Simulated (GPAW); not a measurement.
Input of a GPAW 26.7.0 run:

Contents of run.py:

```python
import json
import numpy as np
from ase import Atoms
from ase.calculators.mixing import SumCalculator
from ase.constraints import FixSymmetry
from ase.io import read, write
from ase.optimize import BFGS
from dftd3.ase import DFTD3
from phonopy import Phonopy
from phonopy.structure.atoms import PhonopyAtoms
from gpaw import GPAW, PW

atoms = read('MoS2.xyz')

calc = GPAW(mode=PW(510),
            xc='PBE',
            kpts={'size': (6, 6, 1), 'gamma': True},
            occupations={'name': 'fermi-dirac', 'width': 0.05},
            setups={'S': 'v3'},
            nbands=-12,
            convergence={'density': 1e-06, 'eigenstates': 1e-09},
            maxiter=150,
            txt='gpaw.txt')
atoms.calc = SumCalculator([calc, DFTD3(method='pbe', damping='d3bjm')])
atoms.set_constraint(FixSymmetry(atoms))
BFGS(atoms, trajectory='relax.traj', logfile='-').run(fmax=0.005, steps=40)
atoms.set_constraint()
energy = atoms.get_potential_energy()
forces = atoms.get_forces()
stress = atoms.get_stress()
calc.write('gs.gpw')
write('result.traj', atoms)
print('Cell:', atoms.cell.cellpar().round(4))
print(atoms.get_scaled_positions().round(5))

def force_constants(scale):
    unit = PhonopyAtoms(symbols=atoms.get_chemical_symbols(), cell=atoms.cell[:] * scale**(1 / 3),
                        scaled_positions=atoms.get_scaled_positions())
    ph = Phonopy(unit, supercell_matrix=np.diag([2, 2, 1]), primitive_matrix=np.eye(3), symprec=1e-4)
    ph.generate_displacements(distance=0.01)
    forces = []
    for i, sc in enumerate(ph.supercells_with_displacements):
        a = Atoms(sc.symbols, cell=sc.cell, scaled_positions=sc.scaled_positions, pbc=True)
        c = GPAW(mode=PW(510),
                 xc='PBE',
                 kpts={'size': (3, 3, 1), 'gamma': True},
                 occupations={'name': 'fermi-dirac', 'width': 0.05},
                 setups={'S': 'v3'},
                 nbands=-28,
                 convergence={'density': 1e-06, 'eigenstates': 1e-09},
                 maxiter=150,
                 symmetry={'point_group': False},
                 txt=f'disp-{scale:.3f}-{i:02d}.txt')
        a.calc = SumCalculator([c, DFTD3(method='pbe', damping='d3bjm')])
        f = a.get_forces()
        forces.append(f - f.mean(axis=0))
        print(f'displacement {i}: drift', f.mean(axis=0).round(5), flush=True)
    ph.forces = forces
    ph.produce_force_constants()
    ph.symmetrize_force_constants()
    return ph

qpoints = [[0.0, 0.0, 0.0], [0.0, 0.5, 0.0], [0.5, 0.0, 0.0], [0.5, 0.5, 0.0]]
results = {}
for scale in [1.0]:
    ph = force_constants(scale)
    ph.run_qpoints(qpoints)
    nu = ph.qpoints.frequencies * 33.35641  # THz to cm^-1
    results[f'{scale:.3f}'] = nu.tolist()
    for qp, f in zip(qpoints, nu):
        print(scale, np.round(qp, 4), f.round(2))

path = atoms.cell.bandpath('GMKGALHA,LM,KH', npoints=60, eps=1e-4)
ph.run_qpoints(path.kpts)
results['path'] = (ph.qpoints.frequencies * 33.35641).tolist()
results['path_q'] = path.kpts.tolist()
x, ticks, names = path.get_linear_kpoint_axis()
results['axis'] = [x.tolist(), list(ticks), names]
ph.run_mesh([15, 15, 15], is_gamma_center=True)
ph.run_thermal_properties(temperatures=[0, 100, 200, 300, 500, 800], cutoff_frequency=0.05)
tp = ph.thermal_properties
results['thermal'] = [list(v) for v in (tp.temperatures, tp.free_energy, tp.entropy, tp.heat_capacity)]
for t, fv, s, cv in zip(*results['thermal']):
    print(f'{t:6.0f} K  F {fv:9.4f} kJ/mol  S {s:9.4f} J/K/mol  Cv {cv:9.4f} J/K/mol')
json.dump(results, open('phonons.json', 'w'))
```

The input MoS2.xyz:

```xyz
3
Lattice="3.1841260822 0.0000000000 0.0000000000 -1.5920630411 2.7575340760 0.0000000000 0.0000000000 0.0000000000 17.3345999500" Properties=species:S:1:pos:R:3 pbc="T T T"
Mo     0.0000000000      0.0000000000      0.0000000000
S     -0.0000000002      1.8383560508     15.7832749434
S     -0.0000000002      1.8383560508      1.5513250066
```

Potentials or basis: GPAW PAW data sets (gpaw-data 1.2.1), newer versions, pw.

Launch:

```sh
$ OMP_NUM_THREADS=1 python run.py
```

Task: What does it give for the highest phonon frequency, LO-TO splitting left out?

Result: 470 cm⁻¹.

Task: What does it give for the dispersion energy per atom?

Result: -0.847 eV.

Task: Predict the band gap on the k mesh.

Result: 1.54 eV, indirect (least direct gap 1.63 eV).

Phonon frequencies in cm⁻¹ (negative: imaginary):
```
              q point                          frequencies
(0.000, 0.000, 0.000)        0 0 0 282 282 381 381 406 470
(0.000, 0.500, 0.000)  150 169 232 302 330 349 363 386 408
(0.500, 0.000, 0.000)  150 169 232 302 330 349 363 386 408
(0.500, 0.500, 0.000)  150 169 232 302 330 349 363 386 408
```

Caveat: the k mesh is coarse; the LO-TO splitting is left out; phonon bands are interpolated from a small supercell.
